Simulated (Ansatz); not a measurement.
BeTe in the zincblende structure, relaxed with r2SCAN in the plane-wave code Ansatz. Space group F-43m (No. 216), cubic; a = 5.657 Å in the conventional setting, 22.63 Å³ an atom. Around Be lie 4 Te at 2.45 Å; around Te lie 4 Be at 2.45 Å.

The axes x, y and z are those of this cell:
```
CELL_PARAMETERS angstrom
0.00000 2.82862 2.82862
2.82862 0.00000 2.82862
2.82862 2.82862 0.00000
ATOMIC_POSITIONS crystal
Be 0.00000 0.00000 0.00000
Te 0.25000 0.25000 0.25000
```

Unstrained: With PBE the valence top lies at Γ and the conduction bottom at X, 2.020 eV higher; the smallest vertical gap, at Γ, is 3.639 eV. The r2SCAN gap is indirect, 2.375 eV (Γ to X), below the direct gap of 4.040 eV at Γ. HSE06 gives an indirect gap of 2.695 eV, from Γ to X; the least direct gap is 4.482 eV at Γ. Meshes: PBE 8×8×8, r2SCAN 8×8×8, HSE06 6×6×6. Strains are changes of length per length, and xy shears are angles. After each strain the atoms were relaxed again with r2SCAN within the symmetry that the strain leaves, so tilts or polar shifts that break it weren't tested; points keep the names that they have in the unstrained zone. Calculated for a static, non-magnetic cell.

Q: One strain changed the r2SCAN stress by xx -1.00, yy -0.37, zz -0.37 GPa (compression positive) and the gap by -0.016 eV (PBE), -0.018 eV (r2SCAN), -0.017 eV (HSE06). Which kind of strain was it, and roughly how large?

A: Uniaxial +1.0 % along x, other directions held. The pattern of the stress gives the kind; the size needs the stiffness, so it is an estimate.

Q: Estimate what uniaxial +5.0 % along z, other directions held does to the gap.

A: PBE: the gap goes from 2.020 to 1.944 eV (-0.076 eV); with r2SCAN the top three valence levels at Γ, degenerate before, become 2+1 from the top over 281 meV. r2SCAN: the gap goes from 2.375 to 2.292 eV (-0.083 eV). HSE06: the gap goes from 2.695 to 2.616 eV (-0.079 eV). The r2SCAN energy rises by 17.2 meV an atom.

Q: For epitaxial -1.0 % in the xy plane, how far does the free direction move, and what happens to the gap?

A: The normal strain at zero normal stress is +0.76 %, 0.76 of the in-plane strain with the sign turned. PBE: the gap goes from 2.020 to 1.918 eV (-0.102 eV); with r2SCAN the top three valence levels at Γ, degenerate before, become 2+1 from the top over 102 meV. r2SCAN: the gap goes from 2.375 to 2.270 eV (-0.105 eV). HSE06: the gap goes from 2.695 to 2.588 eV (-0.107 eV).

Q: Apply xy shear, engineering strain (angle) +2.0 %. How far does the gap move, against the unstrained cell?

A: PBE: the gap goes from 2.020 to 1.920 eV (-0.100 eV); with r2SCAN the top three valence levels at Γ, degenerate before, become 1+1+1 from the top over 156 meV. r2SCAN: the gap goes from 2.375 to 2.266 eV (-0.109 eV). HSE06: the gap goes from 2.695 to 2.590 eV (-0.105 eV). The r2SCAN energy rises by 1.5 meV an atom.

Q: Estimate what isotropic +5.0 % on every length does to the gap.

A: PBE: the gap goes from 2.020 to 2.324 eV (+0.304 eV). r2SCAN: the gap goes from 2.375 to 2.680 eV (+0.305 eV). HSE06: the gap goes from 2.695 to 3.013 eV (+0.318 eV). The r2SCAN energy rises by 81.6 meV an atom.

Spin-orbit coupling is left out, which matters wherever the heavy atoms make up the band edges.

The meshes of the hybrids are coarse, so their gaps aren't converged to the digits shown.

The splittings at Γ are without spin-orbit coupling, which regroups them where it is of like size or larger.
